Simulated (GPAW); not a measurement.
**Ni1 on Ru4 0001: moments or none**

Aim: find out whether Ni1 on Ru4 0001 carries moments when they start parallel, and what they gain.

Calculated with GPAW 26.7.0; PBE; plane waves with GPAW's PAW setups, scalar-relativistic.

## Step 1: The structure

The cell holds 5 atoms: 4 Ru and 1 Ni. Its edges and angles: a = 2.706 Å, b = 2.706 Å, c = 20.366 Å, α = 90.0°, β = 90.0°, γ = 120.0°. ideal sites on the substrate's mesh, layer spacings from atomic volumes, unrelaxed, 12 A of vacuum. Vacuum lies along c.

## Step 2: Start 1: ferro +

The parallel start comes first: it fits the smallest cell, keeps the most symmetry and shows whether parallel moments form.

The input, order1.py:

```python
import json
import numpy as np
from ase import Atoms
from ase.parallel import paropen, parprint
from gpaw import GPAW

atoms = Atoms(['Ru', 'Ru', 'Ru', 'Ru', 'Ni'],
    cell=[[2.706, 0.0, 0.0],
         [-1.353, 2.343465, 0.0],
         [0.0, 0.0, 20.36564]],
    scaled_positions=[[0.0, 0.0, 0.294614],
         [0.333333, 0.666667, 0.39992],
         [0.0, 0.0, 0.505227],
         [0.333333, 0.666667, 0.610533],
         [0.0, 0.0, 0.705386]],
    pbc=True,
    magmoms=[0.0, 0.0, 0.0, 0.0, 0.8])
atoms.calc = GPAW(mode={'name': 'pw', 'ecut': 450},
    xc='PBE',
    kpts={'size': (18, 18, 1), 'gamma': True},
    occupations={'name': 'fermi-dirac', 'width': 0.05},
    convergence={'density': 1e-05, 'energy': 1e-05},
    maxiter=200,
    mixer={'name': 'pulay', 'beta': 0.03, 'nmaxold': 8, 'weight': 100},
    symmetry={'tolerance': 1e-4},
    txt='order1.txt')
e = atoms.get_potential_energy(force_consistent=True)
res = {'free_energy': e, 'energy_sigma0': atoms.get_potential_energy(), 'fermi_energy': atoms.calc.get_fermi_level()}
res['moments'] = atoms.get_magnetic_moments().tolist()
res['total'] = atoms.get_magnetic_moment()
parprint('site moments (muB):', np.round(res['moments'], 3))
parprint(f"total moment: {res['total']:.3f} muB")
parprint(f'free energy: {e:.6f} eV')
atoms.calc.write('order1.gpw')
with paropen('results.json', 'w') as f:
    json.dump(res, f)
```

On the command line:

```bash
> OMP_NUM_THREADS=1 mpirun -n 4 gpaw python order1.py > order1.log
```

Numbers of over 12 decimals in the logs are rounded to 6 here.

What it wrote:

```text
site moments (muB): [ 0.001 -0.    -0.     0.     0.   ]
total moment: 0.001 muB
free energy: -42.953282 eV

--- order1.txt ---
Input parameters:
  mode=PW(ecut=450),
  convergence={'density': 1e-05, 'energy': 1e-05},
  kpts=MonkhorstPack(size=(18, 18, 1), gamma=True),
  maxiter=200,
  mixer=Pulay(name='pulay', nmaxold=8, beta=0.03, weight=100, sigma=0.015, g_ss=None),
  occupations=Occupations(name='fermi-dirac', width=0.05),
  symmetry=Symmetry(tolerance=0.0001),
  xc=XC(name='PBE')

Diagonalizing LCAO Hamiltonian
Converting LCAO to pw mode

       Ni

        Ru

       Ru

        Ru

       Ru

Atoms  # Å, Bohr magnetons
|   | symbol |         x |        y |         z |    initial magnetic moments |
|---|--------|-----------|----------|-----------|-----------------------------|
| 0 |     Ru |  0.000000 | 0.000000 |  6.000003 | ( 0.0000,  0.0000,  0.0000) |
| 1 |     Ru | -0.000001 | 1.562311 |  8.144627 | ( 0.0000,  0.0000,  0.0000) |
| 2 |     Ru |  0.000000 | 0.000000 | 10.289271 | ( 0.0000,  0.0000,  0.0000) |
| 3 |     Ru | -0.000001 | 1.562311 | 12.433895 | ( 0.0000,  0.0000,  0.0000) |
| 4 |     Ni |  0.000000 | 0.000000 | 14.365637 | ( 0.0000,  0.0000,  0.8000) |

Unit cell  # Å
| periodic |         x |        y |         z |   lengths |     angles |
|----------|-----------|----------|-----------|-----------|------------|
|      yes |  2.706000 | 0.000000 |  0.000000 |  2.706000 |  90.000000 |
|      yes | -1.353000 | 2.343465 |  0.000000 |  2.706000 |  90.000000 |
|      yes |  0.000000 | 0.000000 | 20.365640 | 20.365640 | 119.999997 |

Number of symmetries: 6

BZ-sampling:
  Number of BZ points: 324
  Number of IBZ points: 37

  Monkhorst-Pack size: [18, 18, 1]
  Monkhorst-Pack shift: [0.027778, 0.027778, 0.0]

K-points  # in reciprocal-cell coordinates
|     |                                coordinates |     weight |
|-----|--------------------------------------------|------------|
|   0 | ( -0.00000000,  -0.00000000,   0.00000000) | 0.00308642 |
|   1 | (  0.05555556,  -0.00000000,   0.00000000) | 0.01851852 |
|   2 | (  0.11111111,  -0.05555556,   0.00000000) | 0.01851852 |
|   3 | (  0.11111111,  -0.00000000,   0.00000000) | 0.01851852 |
|   4 | (  0.16666667,  -0.05555556,   0.00000000) | 0.03703704 |
|   5 | (  0.16666667,  -0.00000000,   0.00000000) | 0.01851852 |
|   6 | (  0.22222222,  -0.11111111,   0.00000000) | 0.01851852 |
|   7 | (  0.22222222,  -0.05555556,   0.00000000) | 0.03703704 |
|   8 | (  0.22222222,  -0.00000000,   0.00000000) | 0.01851852 |
|   9 | (  0.27777778,  -0.11111111,   0.00000000) | 0.03703704 |
| ... |                                            |            |
|  36 | (  0.50000000,   0.50000000,   0.00000000) | 0.00925926 |

Plane wave coefficients: 2831
Cutoff: 450.000000 eV

Spin-components: 2 (collinear spins)
Bands:           53
Projectors:      30
Spin-degeneracy: 1
Datatype:        complex128

Parallelization:
  kpt:    4
  domain: 1
  band:   1

Density:
  Valence electrons: 80.0
  Components: 2
  Grid points: [ 14  14 100]
  Charge: 0.0  # |e|

Potential:
  Grid points: [ 14  14 100]

species:
  Ru:
    name:    Ruthenium
    Z:       44.0
    valence: 16
    core:    28
    charge:  0.0  # [|e|]
    compensation charges:
      type: gauss
      rc: 0.39  # [Å]
      lmax: 2
    cutoffs:
      filter: 2.16  # [Å]
      core: 1.30  # [Å]
    projectors
    | kind |    occ | energy [eV] | rcut [Å] |
    |------|--------|-------------|----------|
    |   4s |  2.000 |     -76.316 |    1.281 |
    |   5s |  1.000 |      -4.236 |    1.281 |
    |   4p |  6.000 |     -46.423 |    1.286 |
    |   5p |  0.000 |      -0.913 |    1.286 |
    |   4d |  7.000 |      -5.203 |    1.254 |
    |    d |        |      22.008 |    1.254 |

    Using partial waves for Ru as LCAO basis

  Ni:
    name:    Nickel
    Z:       28.0
    valence: 16
    core:    12
    charge:  0.0  # [|e|]
    compensation charges:
      type: gauss
      rc: 0.36  # [Å]
      lmax: 2
    cutoffs:
      filter: 2.14  # [Å]
      core: 1.98  # [Å]
    projectors
    | kind |    occ | energy [eV] | rcut [Å] |
    |------|--------|-------------|----------|
    |   4s |  2.000 |      -5.642 |    1.164 |
    |   3p |  6.000 |     -71.394 |    1.207 |
    |   4p |  0.000 |      -1.226 |    1.207 |
    |   3d |  8.000 |      -8.875 |    1.138 |
    |    s |        |      21.570 |    1.164 |
    |    d |        |      18.337 |    1.138 |

    Using partial waves for Ni as LCAO basis

Reference energy: -534348.498379  # eV

eigensolver:
  PPCG
  Converge bands: occupied
  niter=2

density mixing:
  Pulay-Mixer
  Linear mixing parameters: 0.03
  Old densities: 8
  Fourier metric: weight=100, sigma=0.015

occupation numbers:
  Fermi-Dirac:
    width: 0.0500  # eV

poisson solver:
  ecut: 3600.000000  # eV

xc functional:
  name: PBE with 2 nearest neighbor stencil

convergence criteria:
- Maximum integral of absolute [dens]ity change: 1e-05 electrons / valence electron
- Maximum [total energy] change in last 3 cyles: 1e-05 eV / valence electron
- Maximum integral of absolute [eigenst]ate change: 4e-08 eV^2 / valence electron
maximum number of iterations: 200

SCF iterations
|iter     |      energy | eigst |  dens |  magmom |
|---------|-------------|-------|-------|---------|
|iter:   1|       0s |  -49.157419 | +0.36 |       |  +0.8008|
|iter:   2|       6s |  -48.492483 | -1.15 | -0.98 |  +0.7787|
|iter:   3|      11s |  -46.409043 | -1.75 | -1.06 |  +0.7766|
|iter:   4|      16s |  -45.092248 | -1.77 | -1.05 |  +0.7425|
|iter:   5|      21s |  -45.110681 | -2.24 | -1.20 |  +0.7510|
|iter:   6|      26s |  -56.344821 | -0.72 | -1.13 |  +0.6230|
|iter:   7|      31s |  -45.544929 | -1.64 | -0.73 |  +0.6212|
|iter:   8|      36s |  -50.647253 | -1.52 | -1.11 |  +0.5472|
|iter:   9|      41s |  -44.000082 | -1.79 | -0.83 |  +0.5626|
|iter:  10|      46s |  -42.950869 | -2.18 | -1.27 |  +0.5779|
[... 46 iterations left out ...]
|iter:  57|     283s |  -42.926977c| -7.50c| -4.34 |  +0.0081|
|iter:  58|     288s |  -42.926975c| -6.97 | -4.42 |  +0.0032|
|iter:  59|     290s |  -42.926977c| -7.90c| -4.54 |  +0.0029|
|iter:  60|     293s |  -42.926976c| -7.59c| -4.58 |  +0.0020|
|iter:  61|     295s |  -42.926977c| -7.56c| -4.59 |  +0.0013|
|iter:  62|     298s |  -42.926977c| -8.12c| -4.84 |  +0.0010|
|iter:  63|     300s |  -42.926978c| -8.25c| -4.88 |  +0.0010|
|iter:  64|     303s |  -42.926977c| -7.49c| -4.93 |  +0.0002|
|iter:  65|     305s |  -42.926978c| -8.32c| -5.00 |  +0.0004|
|iter:  66|     307s |  -42.926978c| -7.92c| -5.04c|  +0.0009|

Converged in 66 steps
Energy contributions relative to reference atoms: (reference = -534348.498379)

Energy contributions:
  Kinetic:         -10.961219
  Coulomb:          -2.829688
  Zero:             -0.659319
  External:          0.000000
  Xc:              -28.450448
  Entropy:          -0.052608
  Spinorbit:         0.000000
  ----------------------------
  Free energy:     -42.953282
  Extrapolated:    -42.926978

dipole moment: (-18.618188, -17.413305, 0.023597)  # |e|*Ang

Total magnetic moment: (0.000000, 0.000000, 0.000855)

Local magnetic moments
|        x |        y |         z |
|----------|----------|-----------|
| 0.000000 | 0.000000 |  0.000573 |  # Ru   0
| 0.000000 | 0.000000 | -0.000148 |  # Ru   1
| 0.000000 | 0.000000 | -0.000011 |  # Ru   2
| 0.000000 | 0.000000 |  0.000045 |  # Ru   3
| 0.000000 | 0.000000 |  0.000304 |  # Ni   4

Fermi level: 4.049
Eigenvalues  # (at kpt = [-0.000, -0.000, 0.000])
| band index |      eig [eV] | occ [0-1] |      eig [eV] | occ [0-1] |
|------------|---------------|-----------|---------------|-----------|
|          0 |       -69.151 |     1.000 |       -69.151 |     1.000 |
|        ... |               |           |               |           |
|         34 |         2.332 |     1.000 |         2.332 |     1.000 |
|         35 |         2.332 |     1.000 |         2.332 |     1.000 |
|         36 |         2.419 |     1.000 |         2.419 |     1.000 |
|         37 |         2.802 |     1.000 |         2.803 |     1.000 |
|         38 |         2.997 |     1.000 |         2.997 |     1.000 |
|         39 |         2.997 |     1.000 |         2.997 |     1.000 |
|         40 |         3.506 |     1.000 |         3.506 |     1.000 |
|         41 |         3.506 |     1.000 |         3.506 |     1.000 |
|         42 |         4.286 |     0.009 |         4.287 |     0.008 |
|         43 |         4.286 |     0.009 |         4.287 |     0.008 |
|         44 |         4.439 |     0.000 |         4.439 |     0.000 |
|         45 |         4.921 |     0.000 |         4.922 |     0.000 |
|         46 |         4.921 |     0.000 |         4.922 |     0.000 |
|         47 |         5.148 |     0.000 |         5.148 |     0.000 |
|         48 |         5.148 |     0.000 |         5.148 |     0.000 |
|         49 |         5.247 |     0.000 |         5.247 |     0.000 |
|        ... |               |           |               |           |
|         52 |        11.225 |     0.000 |        11.225 |     0.000 |

No gap
No difference between direct/indirect transitions
```

Elapsed: 5.3 min, on 4 MPI ranks of Arm Neoverse V1, shared host; peak memory 1 GiB.

Spin moment in the augmentation sphere by atom:

| atom | spin moment in the augmentation sphere (μB) |
| --- | --- |
| Ru1 | 0.0006 |
| Ru2 | -0.0001 |
| Ru3 | 0.0000 |
| Ru4 | 0.0000 |
| Ni5 | 0.0003 |

This step gave:

```
final state : non-magnetic
```

After 66 cycles the seed has died away: no moment is left.

## Step 3: Order 2, typed as no spin polarisation

This run holds no moments, which gives a state to set the others against.

nospin.py is the script of step 2 with these lines changed:

```diff
@@ -15,4 +15,3 @@
          [0.0, 0.0, 0.705386]],
-    pbc=True,
-    magmoms=[0.0, 0.0, 0.0, 0.0, 0.8])
+    pbc=True)
 atoms.calc = GPAW(mode={'name': 'pw', 'ecut': 450},
@@ -25,11 +24,7 @@
     symmetry={'tolerance': 1e-4},
-    txt='order1.txt')
+    txt='nospin.txt')
 e = atoms.get_potential_energy(force_consistent=True)
 res = {'free_energy': e, 'energy_sigma0': atoms.get_potential_energy(), 'fermi_energy': atoms.calc.get_fermi_level()}
-res['moments'] = atoms.get_magnetic_moments().tolist()
-res['total'] = atoms.get_magnetic_moment()
-parprint('site moments (muB):', np.round(res['moments'], 3))
-parprint(f"total moment: {res['total']:.3f} muB")
 parprint(f'free energy: {e:.6f} eV')
-atoms.calc.write('order1.gpw')
+atoms.calc.write('nospin.gpw')
 with paropen('results.json', 'w') as f:
```

On the command line:

```bash
> OMP_NUM_THREADS=1 mpirun -n 4 gpaw python nospin.py > nospin.log
```

What it wrote:

```text
free energy: -42.953282 eV

--- nospin.txt ---
Input parameters:
  mode=PW(ecut=450),
  convergence={'density': 1e-05, 'energy': 1e-05},
  kpts=MonkhorstPack(size=(18, 18, 1), gamma=True),
  maxiter=200,
  mixer=Pulay(name='pulay', nmaxold=8, beta=0.03, weight=100, sigma=0.015, g_ss=None),
  occupations=Occupations(name='fermi-dirac', width=0.05),
  symmetry=Symmetry(tolerance=0.0001),
  xc=XC(name='PBE')

Diagonalizing LCAO Hamiltonian
Converting LCAO to pw mode

       Ni

        Ru

       Ru

        Ru

       Ru

Atoms  # Å, Bohr magnetons
|   | symbol |         x |        y |         z |    initial magnetic moments |
|---|--------|-----------|----------|-----------|-----------------------------|
| 0 |     Ru |  0.000000 | 0.000000 |  6.000003 | ( 0.0000,  0.0000,  0.0000) |
| 1 |     Ru | -0.000001 | 1.562311 |  8.144627 | ( 0.0000,  0.0000,  0.0000) |
| 2 |     Ru |  0.000000 | 0.000000 | 10.289271 | ( 0.0000,  0.0000,  0.0000) |
| 3 |     Ru | -0.000001 | 1.562311 | 12.433895 | ( 0.0000,  0.0000,  0.0000) |
| 4 |     Ni |  0.000000 | 0.000000 | 14.365637 | ( 0.0000,  0.0000,  0.0000) |

Unit cell  # Å
| periodic |         x |        y |         z |   lengths |     angles |
|----------|-----------|----------|-----------|-----------|------------|
|      yes |  2.706000 | 0.000000 |  0.000000 |  2.706000 |  90.000000 |
|      yes | -1.353000 | 2.343465 |  0.000000 |  2.706000 |  90.000000 |
|      yes |  0.000000 | 0.000000 | 20.365640 | 20.365640 | 119.999997 |

Number of symmetries: 6

BZ-sampling:
  Number of BZ points: 324
  Number of IBZ points: 37

  Monkhorst-Pack size: [18, 18, 1]
  Monkhorst-Pack shift: [0.027778, 0.027778, 0.0]

Plane wave coefficients: 2831
Cutoff: 450.000000 eV

Spin-components: 1 (collinear spins)
Bands:           52
Projectors:      30
Spin-degeneracy: 2
Datatype:        complex128

Parallelization:
  kpt:    4
  domain: 1
  band:   1

Density:
  Valence electrons: 80.0
  Components: 1
  Grid points: [ 14  14 100]
  Charge: 0.0  # |e|

Potential:
  Grid points: [ 14  14 100]

[... setups left out ...]
Reference energy: -534348.498379  # eV

eigensolver:
  PPCG
  Converge bands: occupied
  niter=2

density mixing:
  Pulay-Mixer
  Linear mixing parameters: 0.03
  Old densities: 8
  Fourier metric: weight=100, sigma=0.015

occupation numbers:
  Fermi-Dirac:
    width: 0.0500  # eV

poisson solver:
  ecut: 3600.000000  # eV

xc functional:
  name: PBE with 2 nearest neighbor stencil

convergence criteria:
- Maximum integral of absolute [dens]ity change: 1e-05 electrons / valence electron
- Maximum [total energy] change in last 3 cyles: 1e-05 eV / valence electron
- Maximum integral of absolute [eigenst]ate change: 4e-08 eV^2 / valence electron
maximum number of iterations: 200

SCF iterations
|iter     |      energy | eigst |  dens |
|---------|-------------|-------|-------|
|iter:   1|       0s |  -49.297486 | +0.37 |       |
|iter:   2|       2s |  -48.529104 | -1.11 | -1.02 |
|iter:   3|       5s |  -46.476104 | -1.71 | -1.08 |
|iter:   4|       8s |  -45.109086 | -1.71 | -1.09 |
|iter:   5|      10s |  -45.103115 | -2.21 | -1.23 |
|iter:   6|      13s |  -57.256567 | -0.70 | -1.18 |
|iter:   7|      15s |  -44.810034 | -1.46 | -0.72 |
|iter:   8|      18s |  -50.081150 | -1.44 | -1.20 |
|iter:   9|      21s |  -46.855200 | -2.47 | -0.88 |
|iter:  10|      23s |  -42.978792 | -1.51 | -1.02 |
[... 17 iterations left out ...]
|iter:  28|      70s |  -42.926983c| -7.54c| -4.11 |
|iter:  29|      72s |  -42.926977c| -7.29 | -4.15 |
|iter:  30|      75s |  -42.926976c| -7.74c| -4.28 |
|iter:  31|      76s |  -42.926975c| -7.72c| -4.32 |
|iter:  32|      79s |  -42.926977c| -7.10 | -4.36 |
|iter:  33|      80s |  -42.926977c| -7.85c| -4.58 |
|iter:  34|      81s |  -42.926978c| -7.83c| -4.59 |
|iter:  35|      84s |  -42.926977c| -8.18c| -4.62 |
|iter:  36|      85s |  -42.926977c| -8.11c| -4.85 |
|iter:  37|      86s |  -42.926977c| -8.42c| -5.10c|

Converged in 37 steps
Energy contributions relative to reference atoms: (reference = -534348.498379)

Energy contributions:
  Kinetic:         -10.896424
  Coulomb:          -2.891763
  Zero:             -0.659488
  External:          0.000000
  Xc:              -28.452998
  Entropy:          -0.052610
  Spinorbit:         0.000000
  ----------------------------
  Free energy:     -42.953282
  Extrapolated:    -42.926977

dipole moment: (-18.618192, -17.413264, 0.023622)  # |e|*Ang

Fermi level: 4.049
Eigenvalues  # (at kpt = [-0.000, -0.000, 0.000])
| band index |      eig [eV] | occ [0-2] |
|------------|---------------|-----------|
|          0 |       -69.150 |     2.000 |
|        ... |               |           |
|         34 |         2.332 |     2.000 |
|         35 |         2.332 |     2.000 |
|         36 |         2.419 |     2.000 |
|         37 |         2.803 |     2.000 |
|         38 |         2.997 |     2.000 |
|         39 |         2.997 |     2.000 |
|         40 |         3.506 |     2.000 |
|         41 |         3.506 |     2.000 |
|         42 |         4.287 |     0.017 |
|         43 |         4.287 |     0.017 |
|         44 |         4.439 |     0.001 |
|         45 |         4.922 |     0.000 |
|         46 |         4.922 |     0.000 |
|         47 |         5.148 |     0.000 |
|         48 |         5.148 |     0.000 |
|         49 |         5.247 |     0.000 |
|        ... |               |           |
|         51 |         9.436 |     0.000 |

No gap
No difference between direct/indirect transitions
```

It took 94 s on 4 MPI ranks; peak memory 0.86 GiB; 6.3 min of CPU time.

This step gave:

```
final state : non-magnetic (no spin polarisation)
```

It ends in the same state without moments as the first start; the 9.5e-5 meV between them is numerical noise.

## Step 4: Ranking

These are free energies at a smearing of 0.05 eV, so its entropy term is in the differences. They are divided by the number of seeded atoms, so that cells of unlike size compare.

Orders:

| start | final state | typed order kept | energy over the lowest (meV a seeded atom) | largest site moment (μB) | net moment (μB a primitive cell) | mesh matched | CPU time (s) |
| --- | --- | --- | --- | --- | --- | --- | --- |
| ferro + | non-magnetic | no | 9.45e-5 | 5.73e-4 | 8.55e-4 | yes | 1274 |
| no spin polarisation | non-magnetic | - | 0 | 0 | 0 | yes | 375.1 |

## Step 5: Outcome

| Property | Result |
| --- | --- |
| lower run | without moments |
| largest site moment | 0 μB |

The lowest state carries no moment above 0.15 μB, and no start kept one. No antiferromagnetic order was tried, so the session says nothing on how the moments order.

[Logs and program files are shortened in this print: banners, set-up blocks, solver, clock and traceback lines can be left out without a mark of their own.]

[Logs are printed without paths, hosts, clocks, repeated set-up lines and the standing remarks that a program may print on its own settings, such as how far it seeks lower states.]

[Hosts, paths, dates, database ids (printed as entryN), source tags and the programs' standing remarks are cut or masked in the printed files.]

[Where a cell is said to come from a database of computed structures, the database is the Materials Project.]
